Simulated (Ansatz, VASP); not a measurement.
## AlN in VASP and in Ansatz

```
CELL_PARAMETERS angstrom
3.11462 0.00000 0.00000
-1.55731 2.69734 0.00000
0.00000 0.00000 5.01774
ATOMIC_POSITIONS crystal
Al 0.33333 0.66667 0.00065
Al 0.66667 0.33333 0.50065
N 0.33333 0.66667 0.38135
N 0.66667 0.33333 0.88135
```

Alike in both runs: functional PBE; k mesh 8 × 8 × 5; no spin polarisation.

Ansatz relaxed the structure, and its values are those at the end. VASP's run is a single point on that final structure, the one shown.

|  | VASP | Ansatz |
| --- | --- | --- |
| version | VASP 6.6.1 | Ansatz 0.2.0 |
| potentials or method | VASP PAW PBE potentials, release 64 (Al, N) | scalar-relativistic, plane waves, PAW |
| plane-wave cutoff (eV) | 520 | 420 |
| occupations | gaussian, width 0.01 eV | fixed |
| valence electrons in the cell | 16 | 16 |

VASP gave:

* gap on the k mesh at the Fermi level (eV): 4.15
* least direct gap on the mesh (eV): 4.15
* pressure (GPa): 1.8

Problem. Which values does Ansatz return?

Solution. gap on the k mesh at the Fermi level (eV): 4.14; least direct gap on the mesh (eV): 4.14; pressure (GPa): 2.0.

Ansatz warned: «stress_scf_threshold_loose».
